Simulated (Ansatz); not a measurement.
Input and command of a plane-wave DFT calculation in Ansatz:

```yaml
crystal:
  lattice:
    - [3.0646151339, 0.0, 0.0]
    - [-1.5323075669, 2.6540345588, 0.0]
    - [0.0, 0.0, 9.8256621113]
  atoms:
    - { symbol: "Y", position: [0.0, 0.0, 0.0] }
    - { symbol: "Y", position: [0.3333333333, 0.6666666667, 0.25] }
    - { symbol: "Y", position: [0.0, 0.0, 0.5] }
    - { symbol: "Y", position: [0.6666666667, 0.3333333333, 0.75] }
basis:
  ecutwfc: 420
kpoints:
  mp_grid: { grid: [15, 15, 4] }
hamiltonian:
  xc: pbe
scf:
  occupations: { method: gaussian, width: 0.1 }
output:
  forces: true
  stress: true
  eigenvalues: true
  write_density: true
  write_potential: true
  elf: true
  volumetric_format: npy
relax:
  adjacent_minimum: "off"
  f_tol: 0.008
  max_steps: 50
  cell: { stress_tol: 0.08, p_target: 60.0 }
```

```bash
ansatz run input.yaml --threads 1 --pin off --max-ram 2560MiB --backend cpu --events-out ev --progress --plain --runs-dir out
```

Processor: Intel(R) Xeon(R) 6975P-C (Granite Rapids), 1 thread, on a host shared with other jobs.

**Question.** How long does it run, and how much memory does it take?

**Answer.** About 24 s on 1 thread of Intel(R) Xeon(R) 6975P-C (Granite Rapids), on a shared host, peak memory 0.57 GiB. It solves 27 bands at 81 k points (the mesh reduced by the symmetry that the task leaves, which can be less than the crystal's) with about 1375 plane waves (on the last cell), in 23 SCF iterations over 5 ionic steps.
